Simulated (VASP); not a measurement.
Here is a VASP 6.6.1 calculation.

The input INCAR:

```
SYSTEM = AlNi3
  ALGO = Normal
  EDIFF = 1E-7
  EDIFFG = -0.004
  ENCUT = 600
  IBRION = 2
  ISIF = 3
  ISMEAR = 0
  ISPIN = 2
  LASPH = .True.
  LCHARG = .False.
  LMAXMIX = 4
  LMIXTAU = .True.
  LORBIT = 11
  LREAL = .False.
  LWAVE = .False.
  MAGMOM = 0 0.8 0.8 0.8
  METAGGA = R2SCAN
  NELM = 100
  NSW = 80
  PREC = Accurate
  SIGMA = 0.1
```

The input KPOINTS:

```
k-points
0
Gamma
  12 12 12
  0 0 0
```

The input POSCAR:

```
AlNi3
1.0
    3.5230547300      0.0000000000      0.0000000000
    0.0000000000      3.5230547300      0.0000000000
    0.0000000000      0.0000000000      3.5230547300
Al Ni
1 3
Direct
    0.0000000000      0.0000000000      0.0000000000
    0.0000000000      0.5000000000      0.5000000000
    0.5000000000      0.0000000000      0.5000000000
    0.5000000000      0.5000000000      0.0000000000
```

Potentials or basis: VASP PAW PBE potentials, release 64 (Al, Ni).

The run is started by

```console
$ cat potpaw_PBE.64/Al/POTCAR potpaw_PBE.64/Ni/POTCAR > POTCAR
$ mpirun -np 1 vasp_std > vasp.out
```

Predict the band gap on the k mesh.

none (metal or under the smearing width).

What does it give for the space group after relaxing (to 0.05 Å)?

Pm-3m (No. 221).

Predict the site moments.

Al -0.02; Ni +0.33 μB.

Estimate the relaxed volume.

10.96 Å³/atom.

The path:
```tsv
step	energy change (eV)	largest force (eV/Å)	pressure (GPa)	volume (Å³)
1	0.0000	0.0000	0.51	43.73
2	0.0000	0.0000	-0.49	43.95
3	-0.0002	0.0000	0.00	43.84
```

Caveat: the PAW data sets were made with another functional, which shifts forces and pressure a little.
